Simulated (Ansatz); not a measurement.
**A vibration from a frozen displacement in SiC**

These are results of Ansatz 0.2.0, DFT r2SCAN, scalar-relativistic, plane waves, PAW, not measurements. Settings: plane waves to 500 eV, k-mesh 12×12×12 (Γ-centred), Gaussian smearing 0.05 eV. No spin polarisation. Energies are free energies at this smearing, counted from the undisturbed cell; pressure is positive in compression.

The undisturbed cell (as given, not relaxed at this level; it stands at 1.3 GPa):

```yaml
crystal:
  lattice:
    - [0.00000, 2.17400, 2.17400]
    - [2.17400, 0.00000, 2.17400]
    - [2.17400, 2.17400, 0.00000]
  atoms:
    - { symbol: Si, position: [0.00000, 0.00000, 0.00000] }
    - { symbol: C, position: [0.75000, 0.75000, 0.75000] }
```

Every Si atom is moved by x along the Cartesian unit vector (0.000, -0.707, -0.707); the cell and all other atoms stay fixed. The cell's volume is 20.55 Å³; the moved atoms weigh 28.085 u together and the others 12.011 u. Some rows repeat others by symmetry and weren't run.

```
  x (Å)  ΔE (meV/cell) total force on the moved atoms along the move (eV/Å) pressure (GPa)
-0.5000        2723.09                                               11.7453         36.8282
-0.4375        2046.04                                                9.9401         27.7938
-0.3750        1477.96                                                8.2597         20.2771
-0.3125        1011.21                                                6.6939         14.1743
-0.2500         639.13                                                5.2281          9.3743
-0.1875         355.95                                                3.8458          5.7723
-0.1250         157.06                                                2.5276          3.2729
-0.0625          39.09                                                1.2529          1.8041
 0.0000           0.00                                                0.0000          1.3197
 0.0625          39.09                                               -1.2529          1.8041
 0.1250         157.06                                               -2.5276          3.2729
 0.1875         355.95                                               -3.8458          5.7723
 0.2500         639.13                                               -5.2281          9.3743
 0.3125        1011.21                                               -6.6939         14.1743
 0.3750        1477.96                                               -8.2597         20.2771
 0.4375        2046.04                                               -9.9401         27.7938
 0.5000        2723.09                                              -11.7453         36.8282
```

**Question.** What frequency belongs to this motion?

**Answer.** The force constant is k = −dF/dx = 20.046 eV/Å², from the parabola through x = -0.0625, 0 and 0.0625. In every cell the moved atoms swing against the rest, so the mass is μ = m₁m₂/(m₁ + m₂) = 8.413 u, and ν̃ = 521.5 cm⁻¹ × √(|k|/μ) = 805 cm⁻¹, at this cell's pressure of 1.3 GPa. To first order in x, and within 1 %, the force on every atom lies along the move and, within each of the two groups, in proportion to the atom's mass, so this is itself a mode at the zone centre of this cell, taken without macroscopic field (the transverse frequency in a polar insulator).

**Question.** How far does the harmonic law reach?

**Answer.** At x = -0.500 Å, kx²/2 = 2505.70 meV against the computed 2723.09 meV (+8.7 %): the well stiffens in this direction at large amplitude.

**Question.** The pressure changes with x². What does that say about the frequency under compression?

**Answer.** With E = k(V)x²/2, k ∝ V^(−2γ) and x scaling with the cell as V^(1/3), P − P0 = −∂E/∂V = (2γ − 2/3) ΔE/V. At x = 0.1250 Å, V(P − P0) = 20.55 × 1.95327 / 160.2 eV = 250.53 meV and ΔE = 157.06 meV, so γ = 1/3 + V(P − P0)/(2ΔE) = 1.13. This is the Grüneisen parameter of the motion under uniform scaling of the cell: shrinking the cell evenly by 1 % in volume raises the frequency by about 1.13 %.

The gap closes along the scan, which can put kinks into the curve.

The 805 cm⁻¹ mode is the transverse optical vibration of zinc-blende SiC, close to its well-known Raman line. It lies high because short, strong, partly ionic covalent bonds act on a small reduced mass, set mainly by carbon.

The move shortens one Si–C bond and lengthens another equally, while the remaining two are, to first order, only bent. A twofold axis makes the two directions of travel equivalent, so odd terms in the energy vanish. The even curve therefore doesn't show that cubic anharmonicity is absent from the crystal; along a bond, symmetry allows it. The stiffening at large amplitude probably arises because repulsion in the shortened bond grows faster than the restoring force of the stretched one weakens.

The positive Grüneisen parameter fits bonds that stiffen as they shorten, and means that exciting this mode favours expansion. The sign of the crystal's total thermal expansion doesn't follow from it, since transverse acoustic modes in tetrahedral semiconductors can contribute with the opposite sign.
